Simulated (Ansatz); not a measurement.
Set up this calculation in Ansatz 0.2.0, as an ASE script.

```
Task                : single point
Functional          : RPBE
Dispersion          : D4
Potentials or basis : PseudoDojo LDA
Cutoff              : 1143 eV
Density cutoff      : 4572 eV
k mesh              : 12 × 12 × 12
Occupations         : cold, width 0.1 eV
Spin                : collinear spin, ferromagnetic start
Starting moments    : [2.0] μB
Hubbard terms       : V d U = 5.3 eV
Driver              : calculator
Hubbard projectors  : all-electron-atomic
Double counting     : fll (the default)
```

The structure of V lies in POSCAR:

```
V
1.0
   -1.5143500000      1.5143500000      1.5143500000
    1.5143500000     -1.5143500000      1.5143500000
    1.5143500000      1.5143500000     -1.5143500000
V
1
Direct
    0.0000000000      0.0000000000      0.0000000000
```

These files were run (other wordings do the same):

run.py

```python
import json

import ase.io
import numpy as np
from ase.calculators.calculator import CalculationFailed, Calculator
from ase.stress import full_3x3_to_voigt_6_stress
from ase.units import GPa

import ansatz as az

class AnsatzCalculator(Calculator):
    implemented_properties = ["energy", "free_energy", "forces", "stress", "magmom"]

    def calculate(self, atoms, properties, system_changes):
        super().calculate(atoms, properties, system_changes)
        structure = atoms.copy()
        structure.set_constraint()
        structure.set_momenta(None)
        structure.set_masses(None)
        outcome = (
            az.Crystal.from_ase(structure)
            .calculation()
            .basis(xc_grid=2)
            .kpoints(12, 12, 12)
            .functional("rpbe", dispersion="d4")
            .pseudopotentials(kind="nc", accuracy="standard", xc_functional="lda")
            .hubbard(projectors="all-electron-atomic")
            .hubbard("V", "d", u_eff=5.3)
            .spin("collinear")
            .scf(tolerance=2e-10)
            .occupations(method="cold", width=0.1)
            .forces()
            .stress()
            .run(threads=2)
        )
        if not outcome.report["converged"]:
            raise CalculationFailed("SCF not converged")
        report = outcome.report
        self.results = {
            "free_energy": report["lagrangian_ev"],
            "energy": report["lagrangian_ev"],
            "forces": np.array(report["forces_ev_ang"]),
            "stress": -GPa * full_3x3_to_voigt_6_stress(report["stress_gpa"]),
            "magmom": report["magnetization_mub"],
        }

np.set_printoptions(precision=5, suppress=True, linewidth=110)
atoms = ase.io.read("POSCAR", format="vasp")
atoms.set_initial_magnetic_moments([2.0])
atoms.calc = AnsatzCalculator()
print(f"free energy {atoms.get_potential_energy():.6f} eV")
print("forces (eV/A)", atoms.get_forces(), sep="\n")
print("stress (GPa, Voigt, tension positive)", atoms.get_stress() / GPa, sep="\n")
print(f"moment {atoms.get_magnetic_moment():.4f} muB")
```

Potentials or basis: PseudoDojo LDA.

Launch:

```bash
$ python run.py
```

Results of the run:

```
Pressure        : 70.9 GPa
Net moment      : 4.21 μB per cell
Absolute moment : 4.21 μB per cell
Site moments    : V +3.38 μB
```

Caveat: the potentials were made for another functional, which shifts forces and pressure; the magnetic or orbital state may not be the lowest; a pressure of tens of GPa on the cell as given is suspect, and the run, the potentials or the cell itself is likely at fault; the U is typed as a test and isn't derived for this compound; the thresholds are loose for stress.

It took 5.1 s on 2 threads of Arm Neoverse V2, on a shared host, peak memory 0.48 GiB.
